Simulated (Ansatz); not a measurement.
Input for Ansatz (plane-wave DFT, PAW):

```yaml
crystal:
  lattice:
    - [0.0, 2.61463476, 2.61463476]
    - [2.61463476, 0.0, 2.61463476]
    - [2.61463476, 2.61463476, 0.0]
  atoms:
    - { symbol: Cd, position: [0.0, 0.0, 0.0] }
    - { symbol: F, position: [0.25, 0.25, 0.25] }
    - { symbol: F, position: [0.75, 0.75, 0.75] }
basis:
  ecutwfc: 420
kpoints:
  mp_grid: { grid: [8, 8, 8] }
hamiltonian:
  xc: pbesol
scf:
  occupations: { method: gaussian, width: 0.02 }
output:
  forces: true
  stress: true
  eigenvalues: true
```

Command:
```bash
ansatz run input.yaml --threads 1 --pin off --max-ram 1331MiB --backend cpu --events-out ev --progress --plain --runs-dir out
```

Theory: Ansatz, DFT PBEsol, scalar-relativistic, plane waves, PAW.

Abridged output (iterations and final results):

```
SCF iter   1: F=—  HF=-9785.772906 eV  |F-HF|=—  |Δ(HF+E_count)|=         —  Δρ=1.68e-2  dr2=6.39e-2  ethr=1.77e-3  ⟨swp⟩=5.2  Hψ=2522  notcnv=0
SCF iter   2: F=—  HF=-9785.757668 eV  |F-HF|=—  |Δ(HF+E_count)|=   1.52e-2  Δρ=7.50e-3  dr2=1.09e-2  ethr=1.88e-4  ⟨swp⟩=2.0  Hψ=1334  notcnv=0
SCF iter   3: F=—  HF=-9785.754292 eV  |F-HF|=—  |Δ(HF+E_count)|=   3.38e-3  Δρ=8.70e-4  dr2=1.37e-4  ethr=3.21e-5  ⟨swp⟩=2.0  Hψ=1088  notcnv=0
SCF iter   4: F=—  HF=-9785.754324 eV  |F-HF|=—  |Δ(HF+E_count)|=   3.16e-5  Δρ=4.03e-4  dr2=2.00e-5  ethr=4.02e-7  ⟨swp⟩=2.3  Hψ=894  notcnv=0
SCF iter   5: F=—  HF=-9785.754246 eV  |F-HF|=—  |Δ(HF+E_count)|=   7.77e-5  Δρ=1.66e-5  dr2=3.39e-8  ethr=5.87e-8  ⟨swp⟩=2.3  Hψ=966  notcnv=0
SCF iter   6: F=-9785.754246 eV  HF=-9785.754246 eV  |F-HF|=5.64e-9  |Δ(HF+E_count)|=   1.51e-7  Δρ=3.06e-6  dr2=8.71e-10  ethr=9.97e-11  ⟨swp⟩=2.0  Hψ=2057  notcnv=0
SCF 1 converged in 6 iterations: F = -9785.754246 eV  dr2 = 8.71e-10
SCF converged after 6 iterations
Free energy (F): -9785.754246 eV
Harris-Foulkes:  -9785.754246 eV  (|F-HF|=5.64e-9)
Internal energy: -9785.754246 eV  (E = F + TS)
E sigma→0 (E₀):  -9785.754246 eV
Fermi energy:    9.392209 eV
--- Per-component energies (eV) ---
  E_band       = -438.317053
  E_kinetic    = 920.464688
  E_local      = -4050.996216  (includes V_loc(G=0)·N_el)
  E_nonlocal   = 188.579142
  E_hartree    = 1802.217936
  E_xc         = -332.276901
  E_vxc        = -423.374226  (∫ρ·V_xc dr)
  E_paw        = -4405.157595  (= ΣΔE_a)
  E_vpaw       = -677.429707  (= ΣTr[D̂ρ^β])
  E_aug_tail   = 0.004107  (compensation charges beyond the density's cutoff)
  E_ewald      = -3909.016252
  E_core_change = 0.426845  (= ΣΔE_core)
  E_smearing   =  0.000000  (= −TS)
--- Forces (eV/Å), atoms counted from 1 ---
  atom   1  Cd     0.00000000     0.00000000     0.00000000
  atom   2  F      0.00000000     0.00000000     0.00000000
  atom   3  F      0.00000000     0.00000000     0.00000000
--- Stress (GPa, compression-positive) ---
       11.696654       0.000000       0.000000
        0.000000      11.696654       0.000000
        0.000000       0.000000      11.696654
  P = ⅓ Tr σ = 11.6967 GPa (116.967 kbar)
--- Band table (eV; the first three rows and the last of 29) ---
  k-point 0: bands = ["-90.3449", "-51.4914", "-51.4914", "-51.4914", "-13.5028", "-12.0925", "1.7745", "1.7745", "1.7745", "3.4629", "3.4629", "6.5082", "6.5082", "6.5082", "7.4089", "7.4089", "7.4089", "11.0160", "20.6564", "20.6564", "20.6564"]
  k-point 1: bands = ["-90.3449", "-51.4921", "-51.4915", "-51.4915", "-13.4391", "-12.1507", "1.8487", "1.8487", "1.9820", "3.4321", "3.4321", "6.0152", "6.4203", "6.4203", "7.2365", "7.3918", "7.3918", "11.6393", "19.9337", "20.9299", "20.9299"]
  k-point 2: bands = ["-90.3448", "-51.4936", "-51.4918", "-51.4918", "-13.2666", "-12.3062", "2.0238", "2.0238", "2.5471", "3.3999", "3.3999", "5.1977", "6.1264", "6.1264", "6.5887", "7.3944", "7.3944", "13.0460", "18.7505", "21.6464", "21.6464"]
  k-point 28: bands = ["-90.3447", "-51.4944", "-51.4944", "-51.4931", "-12.7376", "-12.7376", "2.4037", "2.7742", "3.0809", "3.2341", "3.2341", "4.0830", "5.0017", "6.0363", "6.0363", "6.9337", "7.7682", "16.4962", "19.2560", "19.9389", "19.9389"]
```

Self-consistency was reached.